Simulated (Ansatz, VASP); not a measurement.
# BP in two plane-wave programs

Aim: how closely do two programs agree when they are given the same cell, functional and k mesh? The cell is taken from a series of runs on this material, whose earlier steps may have relaxed, scaled, displaced or heated it; both programs get it as it stands.

Program: Ansatz 0.2.0. Level of theory: plane waves, with VASP 6.6.1 beside it; G0W0 gap at HSE06. Results are calculated unless marked as measured.

## 1. The starting structure

The cell holds 4 atoms: 2 B and 2 P. Its edges and angles: a = 3.192 Å, b = 3.192 Å, c = 30.200 Å, α = 90.0°, β = 90.0°, γ = 120.0°. Vacuum lies along c.

As a file:

```xyz
4
Lattice="3.1918 0.0000 0.0000 -1.5959 2.7641 0.0000 0.0000 0.0000 30.2000" Properties=species:S:1:pos:R:3
B     0.0000    1.8428   13.3844
B     0.0000    0.0000   16.8377
P     1.5959    0.9214   13.3623
P     0.0000    1.8428   16.8078
```

## 2. VASP: G0W0 gap, HSE06

Quasiparticle shifts depend on high empty states and on the cores, so they are the hardest test of two PAW sets.

Lines of VASP's logs that name or quote its potential files are left out, and so is its time.

The run reads the wave functions of an earlier VASP run, which isn't shown here.

File INCAR:

```
SYSTEM = BP
PREC = Accurate
ENCUT = 340
ISMEAR = 0
SIGMA = 0.01
LREAL = .FALSE.
LHFCALC = .TRUE.
AEXX = 0.25
GGA = PE
HFSCREEN = 0.2
LASPH = .TRUE.
NBANDS = 190
PRECFOCK = Fast
ALGO = EVGW0
NELMGW = 1
ENCUTGW = 45
NOMEGA = 64
NBANDSGW = 16
LWAVE = .FALSE.
LCHARG = .FALSE.
```

File POSCAR:

```
BP
1.0
    3.1917572762      0.0000000000      0.0000000000
   -1.5958786381      2.7641428839      0.0000000000
    0.0000000000      0.0000000000     30.2000000000
B P
2 2
Direct
    0.3333333333      0.6666666667      0.4431928281
    0.0000000000      0.0000000000      0.5575397125
    0.6666666667      0.3333333333      0.4424602875
    0.3333333333      0.6666666667      0.5565501391
```

File KPOINTS:

```
Automatic mesh
0
Gamma
6 6 1
0 0 0
```

Potentials, in the order of the species: B_GW and P_GW (PBE family, release 64).

Command:

```bash
$ export OMP_NUM_THREADS=3
$ mpirun -np 1 vasp_std
```

Numbers of over 12 decimals in the logs are rounded to 6 here.

The program printed:

```text
[banner, memory and clock lines left out]
running    1 mpi-ranks, on    1 nodes
 distrk:  each k-point on    1 cores,    1 groups
 distr:  one band on    1 cores,    1 groups
 Offloading initialized ...    1 GPUs detected
 POSCAR found type information on POSCAR B P
 POSCAR found :  2 types and       4 ions
|                                                                             |
|           W    W    AA    RRRRR   N    N  II  N    N   GGGG   !!!           |
|           W    W   A  A   R    R  NN   N  II  NN   N  G    G  !!!           |
|           W    W  A    A  R    R  N N  N  II  N N  N  G       !!!           |
|           W WW W  AAAAAA  RRRRR   N  N N  II  N  N N  G  GGG   !            |
|           WW  WW  A    A  R   R   N   NN  II  N   NN  G    G                |
|           W    W  A    A  R    R  N    N  II  N    N   GGGG   !!!           |
|                                                                             |
|     The default for ENCUTGWSOFT is different in this version of VASP.       |
|     please manually set ENCUTGWSOFT =45 in the INCAR file.                  |
|                                                                             |

 LDA part: xc-table for (Slater+PW92), standard interpolation
 found WAVECAR, reading the header
 POSCAR, INCAR and KPOINTS ok, starting setup
 FFT: planning ... GRIDC
 FFT: planning ... GRID_SOFT
 FFT: planning ... GRID
 reading WAVECAR
 the WAVECAR file was read successfully
 initial charge from wavefunction
 available memory per node:   1653.68 GB, setting MAXMEM to   1693368

 The Fermi energy was updated, please check that it is located mid-gap
 values below the HOMO (VB) or above the LUMO (CB) will cause erroneous energies
 E-fermi :  -2.7657

 calculate exact exchange contribution
 the WAVEDER file was read successfully
energies w=
    0.000    0.000    0.409    0.000    0.817    0.000    1.224    0.000
    1.628    0.000    2.028    0.000    2.424    0.000    2.816    0.000
    3.203    0.000    3.585    0.000    3.962    0.000    4.333    0.000
    4.700    0.000    5.061    0.000    5.418    0.000    5.771    0.000
    6.120    0.000    6.466    0.000    6.809    0.000    7.151    0.000
    7.491    0.000    7.830    0.000    8.169    0.000    8.509    0.000
    8.851    0.000    9.195    0.000    9.543    0.000    9.895    0.000
   10.253    0.000   10.617    0.000   10.989    0.000   11.370    0.000
   11.762    0.000   12.166    0.000   12.585    0.000   13.019    0.000
   13.471    0.000   13.944    0.000   14.442    0.000   14.966    0.000
   15.521    0.000   16.111    0.000   16.742    0.000   17.419    0.000
   18.150    0.000   18.943    0.000   19.810    0.000   20.761    0.000
   21.814    0.000   22.987    0.000   24.304    0.000   25.796    0.000
   27.503    0.000   29.477    0.000   31.788    0.000   34.532    0.000
   37.845    0.000   41.923    0.000   47.064    0.000   53.742    0.000
   62.758    0.000   75.580    0.000   95.226    0.000  129.038    0.000
 responsefunction array rank=     191
 LDA part: xc-table for (Slater+PW92), standard interpolation

 min. memory requirement per mpi rank    655.4 MB, per node    655.4 MB

 allocating  64 responsefunctions rank=   191
 shmem allocating  64 responsefunctions rank=   191
 response function shared by NCSHMEM nodes    1
 Doing            64  frequencies on each core in blocks of            64
NQ=   1    0.0000    0.0000    0.0000,
|.........|.........|.........|.........|.........|.........|.........|.........
 performed        147000 updates of chi_q(r,r)
 total number of BLAS operations         39.49 Gflops
NQ=   2    0.1667    0.0000    0.0000,
|.........|.........|.........|.........|.........|.........|.........|.........
 performed        415000 updates of chi_q(r,r)
 total number of BLAS operations        109.99 Gflops
NQ=   3    0.3333    0.0000    0.0000,
|.........|.........|.........|.........|.........|.........|.........|.........
 performed        683000 updates of chi_q(r,r)
 total number of BLAS operations        188.49 Gflops
NQ=   4    0.5000    0.0000    0.0000,
|.........|.........|.........|.........|.........|.........|.........|.........
 performed        897000 updates of chi_q(r,r)
 total number of BLAS operations        247.80 Gflops
NQ=   5    0.1667    0.1667    0.0000,
|.........|.........|.........|.........|.........|.........|.........|.........
 performed       1184000 updates of chi_q(r,r)
 total number of BLAS operations        325.59 Gflops
NQ=   6    0.3333    0.1667    0.0000,
|.........|.........|.........|.........|.........|.........|.........|.........
 performed       1507000 updates of chi_q(r,r)
 total number of BLAS operations        416.15 Gflops
NQ=   7    0.3333    0.3333    0.0000,
|.........|.........|.........|.........|.........|.........|.........|.........
 performed       1684000 updates of chi_q(r,r)
 total number of BLAS operations        450.77 Gflops
 resolving degeneracies of screened two electron integrals

 calculate QP shifts <psi_nk| G(iteration)W_0 |psi_nk>: iteration 1
 entering main loop
```

From OUTCAR (step 2):

```text
ion  position               nearest neighbor table
   1  0.333  0.667  0.443-   3 1.84   3 1.84   3 1.84
   2  0.000  0.000  0.558-   4 1.84   4 1.84   4 1.84
   3  0.667  0.333  0.442-   1 1.84   1 1.84   1 1.84
   4  0.333  0.667  0.557-   2 1.84   2 1.84   2 1.84

  LATTYP: Found a hexagonal cell.
 ALAT       =     3.1917572762
 C/A-ratio  =     9.4618723752

 Subroutine GETGRP returns: Found  6 space group operations
 (whereof  6 operations were pure point group operations)

The static configuration has the point symmetry C_3v.

 Found      7 irreducible k-points:

   k-points           NKPTS =      7   k-points in BZ     NKDIM =     36   number of bands    NBANDS=    190

   dimension x,y,z NGX =    20 NGY =   20 NGZ =  192
   dimension x,y,z NGXF=    40 NGYF=   40 NGZF=  384

   ENCUT  =  340.0 eV  24.99 Ry    5.00 a.u.   4.80  4.80 45.40*2*pi/ulx,y,z

   NELECT =      16.0000    total number of electrons

  energy-cutoff  :      340.00
  volume of cell :      266.44
      direct lattice vectors                 reciprocal lattice vectors
     3.191757276  0.000000000  0.000000000     0.313307032  0.180887899 -0.000000000
    -1.595878638  2.764142884  0.000000000     0.000000000  0.361775799  0.000000000
     0.000000000  0.000000000 30.200000000     0.000000000 -0.000000000  0.033112583

 k-points in reciprocal lattice and weights: Automatic mesh
   0.00000000  0.00000000  0.00000000       0.028
   0.16666667  0.00000000  0.00000000       0.167
   0.33333333  0.00000000  0.00000000       0.167
   0.50000000  0.00000000  0.00000000       0.083
   0.16666667  0.16666667  0.00000000       0.167
   0.33333333  0.16666667  0.00000000       0.333
   0.33333333  0.33333333  0.00000000       0.056

 E-fermi :  -2.7657

 QP shifts <psi_nk| G(iteration)W_0 |psi_nk>: iteration 1
 for sc-GW calculations column KS-energies equals QP-energies in previous step
 and V_xc(KS)=  KS-energies - (<T + V_ion + V_H > + <T+V_H+V_ion>^1  + <V_x>^1)
 k-point   1 :       0.0000    0.0000    0.0000
  band No.  KS-energies  QP-energies   sigma(KS)   V_xc(KS)     V^pw_x(r,r')   Z            occupation Imag(sigma)
    ...
      5      -5.5766      -5.3136     -13.8932     -14.2300     -16.3415       0.7809       2.0000       0.0507
      6      -5.5766      -5.3136     -13.8932     -14.2300     -16.3415       0.7809       2.0000       0.0507
      7      -5.2863      -5.0284     -13.9040     -14.2332     -16.3400       0.7834       2.0000       0.0482
      8      -5.2863      -5.0284     -13.9040     -14.2332     -16.3400       0.7834       2.0000       0.0482
      9       0.9843       0.9416      -4.2908      -4.2393      -1.8180       0.8299       0.0000      -0.0449
     10       1.6697       1.4279      -2.5273      -2.2462      -0.7105       0.8606       0.0000      -0.0386
     11       2.0814       2.9376     -10.1035     -11.2281      -6.3463       0.7613       0.0000      -0.0785
     12       2.0814       2.9376     -10.1035     -11.2281      -6.3463       0.7613       0.0000      -0.0785
    ...

 k-point   2 :       0.1667    0.0000    0.0000
  band No.  KS-energies  QP-energies   sigma(KS)   V_xc(KS)     V^pw_x(r,r')   Z            occupation Imag(sigma)
    ...
      5      -7.2382      -6.9756     -13.6413     -13.9908     -16.5906       0.7512       2.0000       0.0879
      6      -6.7640      -6.6427     -11.2374     -11.4049     -13.7850       0.7245       2.0000       0.1515
      7      -6.3226      -6.0692     -13.7356     -14.0640     -16.3393       0.7718       2.0000       0.0596
      8      -6.0184      -5.7709     -13.7653     -14.0852     -16.3492       0.7738       2.0000       0.0564
      9       1.2873       1.9453      -8.9698      -9.8207      -5.4938       0.7733       0.0000      -0.0637
     10       1.5085       1.8334      -6.6278      -7.0340      -3.6390       0.7998       0.0000      -0.0552
     11       1.7815       2.3615      -8.2756      -9.0164      -4.9513       0.7829       0.0000      -0.0623
     12       2.2215       1.9923      -2.6241      -2.3566      -0.7613       0.8572       0.0000      -0.0414
    ...

 k-point   3 :       0.3333    0.0000    0.0000
  band No.  KS-energies  QP-energies   sigma(KS)   V_xc(KS)     V^pw_x(r,r')   Z            occupation Imag(sigma)
    ...
      5      -7.3805      -7.1219     -13.6154     -13.9578     -16.5285       0.7552       2.0000       0.0768
      6      -7.0655      -6.8148     -13.6591     -13.9889     -16.5421       0.7604       2.0000       0.0699
      7      -6.9286      -6.8527     -10.8104     -10.9148     -13.1864       0.7271       2.0000       0.1964
      8      -5.3118      -5.2729     -11.2912     -11.3430     -13.0319       0.7499       2.0000       0.0694
      9       0.2376       0.8645      -9.4703     -10.2923      -6.0140       0.7626       0.0000      -0.0756
     10       0.4624       1.1117      -9.5001     -10.3468      -5.9726       0.7669       0.0000      -0.0791
     11       0.9010       1.6528      -9.8358     -10.8124      -6.2459       0.7699       0.0000      -0.0673
     12       1.5500       2.1078      -9.6568     -10.4106      -5.8114       0.7400       0.0000      -0.1824
    ...

 k-point   4 :       0.5000    0.0000    0.0000
  band No.  KS-energies  QP-energies   sigma(KS)   V_xc(KS)     V^pw_x(r,r')   Z            occupation Imag(sigma)
    ...
      5      -7.7946      -7.5295     -13.5837     -13.9393     -16.6311       0.7457       2.0000       0.0807
      6      -7.4768      -7.2214     -13.6327     -13.9726     -16.6454       0.7515       2.0000       0.0735
      7      -5.1110      -5.1074     -11.0897     -11.0945     -12.5341       0.7552       2.0000       0.0572
      8      -4.3078      -4.3159     -11.1961     -11.1856     -12.3446       0.7678       2.0000       0.0402
      9      -1.5016      -0.9349      -9.2223      -9.9565      -6.4923       0.7718       0.0000      -0.0455
     10      -1.0333      -0.4322      -9.3807     -10.1650      -6.5540       0.7663       0.0000      -0.0501
     11       0.0683       0.7993      -9.7164     -10.6568      -6.2314       0.7774       0.0000      -0.0559
     12       0.5275       1.2832      -9.8553     -10.8323      -6.3180       0.7734       0.0000      -0.0576
    ...

[... 3 further parts left out ...]
```

(Continued in part 2 of 2.)

[Lines on the potential files, build, host, timing and source positions are cut from VASP's logs without a mark.]

[Logs are printed without paths, hosts, clocks, repeated set-up lines and the standing remarks that a program may print on its own settings, such as how far it seeks lower states.]

[Hosts, paths, dates, database ids (printed as entryN), source tags and the programs' standing remarks are cut or masked in the printed files.]
